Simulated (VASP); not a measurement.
Runs of VASP 6.6.1 on TiAl. The structure is hexagonal, space group P-6m2 (No. 187). Conventional cell: a = 2.847 Å, b = 2.847 Å, c = 4.621 Å, α = 90.00°, β = 90.00°, γ = 120.00°. Ti (site symmetry -6m2) is surrounded by 6 Al at 2.84 Å and 6 Ti at 2.85 Å. Around Al (site symmetry -6m2) lie 6 Ti at 2.84 Å and 6 Al at 2.85 Å. The cell comes from a database or a generator and needn't be the stable form of this composition.

```tsv
level	k mesh	cutoff (eV)	smearing	gap on the mesh (eV)	pressure (GPa)
PBEsol	18 × 18 × 10	900	gaussian 0.1 eV	none	0.0
PBEsol	18 × 18 × 10	520	gaussian 0.5 eV	none	(a)
PBEsol	27 × 27 × 14	520	gaussian 0.1 eV	none	0.0
PBEsol	18 × 18 × 10	700	gaussian 0.1 eV	none	0.0
r2SCAN	18 × 18 × 10	520	gaussian 0.1 eV	none	2.1
```

Alike in all rows: task single point; potentials or basis VASP PAW PBE potentials, release 64 (Ti_sv, Al); no spin polarisation; cell as given.

**Question.** Estimate the missing entries.

**Answer.** (a) 0.5.

Caveats: the PAW data sets were made with another functional, which shifts forces and pressure a little.

A gap of «none» marks a metal or a gap under the smearing width.
